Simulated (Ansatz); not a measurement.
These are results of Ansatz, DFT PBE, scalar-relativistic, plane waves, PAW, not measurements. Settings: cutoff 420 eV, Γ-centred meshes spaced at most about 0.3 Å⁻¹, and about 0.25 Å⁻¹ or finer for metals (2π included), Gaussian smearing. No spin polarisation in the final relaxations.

These are static total energies at zero pressure.

Two forms of Al2Cu were relaxed alike.

A.

```
CELL_PARAMETERS angstrom
0.00000 2.97096 2.97096
2.97096 0.00000 2.97096
2.97096 2.97096 0.00000
ATOMIC_POSITIONS crystal
Al 0.25000 0.25000 0.25000
Al 0.50000 0.50000 0.50000
Cu 0.75000 0.75000 0.75000
```

B.

```
CELL_PARAMETERS angstrom
-3.02619 3.02619 2.44162
3.02619 -3.02619 2.44162
3.02619 3.02619 -2.44162
ATOMIC_POSITIONS crystal
Al 0.15872 0.65872 0.81744
Al 0.65872 0.84128 0.50000
Al 0.84128 0.34128 0.18256
Al 0.34128 0.15872 0.50000
Cu 0.75000 0.75000 0.00000
Cu 0.25000 0.25000 0.00000
```

Question: Which form is favoured at zero pressure, and by what margin per atom?

Answer: B is lower, by 0.32 eV/atom. A has space group F-43m (No. 216), 17.5 Å³/atom and no gap on its mesh; B has space group I4/mcm (No. 140), 14.9 Å³/atom and no gap. Counting all near atoms (those within 1.25 times the shortest distance at each site; a plus sign parts nearer from farther groups; a slash parts the counts of unlike sites), A has Al 8/4+6, Cu 4+6 and B has Al 15, Cu 10. The denser one is the lower, and pressure would at first widen the difference. In A, around Al on its first site lie 4 Al at 2.57 Å and 6 Cu at 2.97 Å; around Al on its second site lie 4 Al at 2.57 Å and 4 Cu at 2.57 Å; Cu has 4 Al at 2.57 Å and 6 Al at 2.97 Å. In B, around Al lie 4 Cu at 2.58 Å, 1 Al at 2.72 Å, 2 Al at 2.90 Å and 8 Al at 3.11–3.22 Å; Cu has 2 Cu at 2.44 Å and 8 Al at 2.58 Å. Origin: A was invented; B is a cell as deposited in COD, relaxed. A third cell relaxed alike, in Fm-3m (a Materials Project cell), lies 23 meV/atom below the lower of the two.

With atoms moved at random, I4/mcm came back. Other cells relaxed within their symmetry can be saddle points.

B is the familiar θ phase of Al–Cu alloys, and its clear advantage over A probably comes more from which atoms touch than from density alone. A fills the sites of the fluorite structure, but with Cu and half of the Al exchanged. This leaves Cu only four close Al neighbours and forces Al–Al contacts well below those in fcc Al. In B, Cu has eight Al at 2.58 Å, which favours mixing of Al sp with Cu states, while each Al has only one short Al contact, at 2.72 Å, and its other Al neighbours lie at 2.90 Å or more.

The Fm-3m cell is probably the correctly ordered fluorite arrangement, closely related to the metastable θ′ precipitate. If so, the same set of sites gives both the lowest and the highest energy of the three, depending on where Cu sits. That this cell lies below B seems to conflict with θ being the observed equilibrium phase. The likely cause is vibrational entropy, which favours θ on warming and is absent from static energies. The calculation thus supports B over A, but not B as the ground state.
